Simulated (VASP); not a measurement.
Write the native input for VASP 6.6.1 that does the following.

* Task: Born charges and dielectric tensor
* Functional: PBE
* Potentials or basis: VASP PAW PBE potentials, release 64 (Si, C)
* Cutoff: 520 eV
* k mesh: 12 × 12 × 12
* Occupations: gaussian, width 0.02 eV
* Spin: no spin polarisation
* Further INCAR settings: ALGO = Normal; EDIFF = 1e-08; IBRION = 8; NSW = 1

The structure of SiC lies in POSCAR:

```
SiC                                     
1.0
    0.0000000000      2.1897021500      2.1897021500
    2.1897021500      0.0000000000      2.1897021500
    2.1897021500      2.1897021500      0.0000000000
  Si              C             
     1     1
Direct
     0.0000000000000000    0.0000000000000000    0.0000000000000000
     0.2500000000000000    0.2500000000000000    0.2500000000000000
```

The input as run:

INCAR

```
SYSTEM = SiC
PREC = Accurate
ENCUT = 520
EDIFF = 1E-8
ISMEAR = 0
SIGMA = 0.02
LREAL = .FALSE.
LASPH = .TRUE.
NELM = 100
ALGO = Normal
ISIF = 2
LWAVE = .FALSE.
LCHARG = .FALSE.
GGA = PE
LEPSILON = .TRUE.
IBRION = 8
NSW = 1
```

KPOINTS

```
Automatic mesh
0
G
  12 12 12
  0 0 0
```

Potentials or basis: VASP PAW PBE potentials, release 64 (Si, C).

Command:

```console
$ cat potpaw_PBE.64/Si/POTCAR potpaw_PBE.64/C/POTCAR > POTCAR
$ mpirun -np 1 vasp_std > vasp.out
```

It gave:

The band gap on the k mesh is 1.37 eV, indirect (least direct gap 4.53 eV). The electronic dielectric tensor (diagonal) is 7.01, the born charges (mean of the diagonal) is Si +2.68; C -2.68 e and the highest phonon frequency at Γ, LO-TO splitting left out is 775 cm⁻¹.

Wall time 7.2 min on 1 thread of AMD EPYC 7R43 64-Core Processor (Zen 3), with other jobs on the host, peak memory 0.21 GiB.
